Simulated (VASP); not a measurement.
Input of a VASP 6.6.1 run:

INCAR

```
SYSTEM = BN
ALGO = Normal
EDIFF = 1E-6
EDIFFG = -0.01
ENCUT = 600
GGA = PE
IBRION = 2
ISIF = 3
ISMEAR = 0
LASPH = .True.
LCHARG = .False.
LREAL = .False.
LWAVE = .False.
NELM = 80
NSW = 90
PREC = Accurate
SIGMA = 0.03
```

Contents of KPOINTS:

```
k-points
0
Gamma
  12 12 4
  0 0 0
```

Contents of POSCAR:

```
BN
1.0
    2.4982400000      0.0000000000      0.0000000000
   -1.2491200000      2.1635393048      0.0000000000
    0.0000000000      0.0000000000      6.6357000000
B N
2 2
Direct
    0.3333333333      0.6666666667      0.2500000000
    0.6666666667      0.3333333333      0.7500000000
    0.3333333333      0.6666666667      0.7500000000
    0.6666666667      0.3333333333      0.2500000000
```

Potentials or basis: VASP PAW PBE potentials, release 64 (B, N).

The run is started by

```bash
$ cat potpaw_PBE.64/B/POTCAR potpaw_PBE.64/N/POTCAR > POTCAR
$ mpirun -np 1 vasp_std > vasp.out
```

Problem. What does it give for the relaxed volume?

Solution. 10.44 Å³/atom.

Problem. Estimate the space group after relaxing (to 0.05 Å).

Solution. P6_3/mmc (No. 194).

Problem. Predict the relaxed cell.

Solution. a = 2.512 Å, b = 2.512 Å, c = 7.638 Å, α = 90.00°, β = 90.00°, γ = 120.00°.

Final structure:
```xyz
4
Lattice="2.5123 0.0000 0.0000 -1.2561 2.1757 0.0000 0.0000 0.0000 7.6381" Properties=species:S:1:pos:R:3 pbc="T T T"
B     0.0000    1.4505    1.9095
B     1.2561    0.7252    5.7286
N     0.0000    1.4505    5.7286
N     1.2561    0.7252    1.9095
```

Caveat: the volume moved by over 15 % at a fixed basis, so the end points are rough; this functional lacks dispersion, which binds the layers, so the pressure and a relaxed spacing across them are unreliable, and here the layers came unbound; the volume moved by +16 % from the deposited cell, more than functionals usually miss. Zero-point motion and thermal expansion aren't in these numbers.
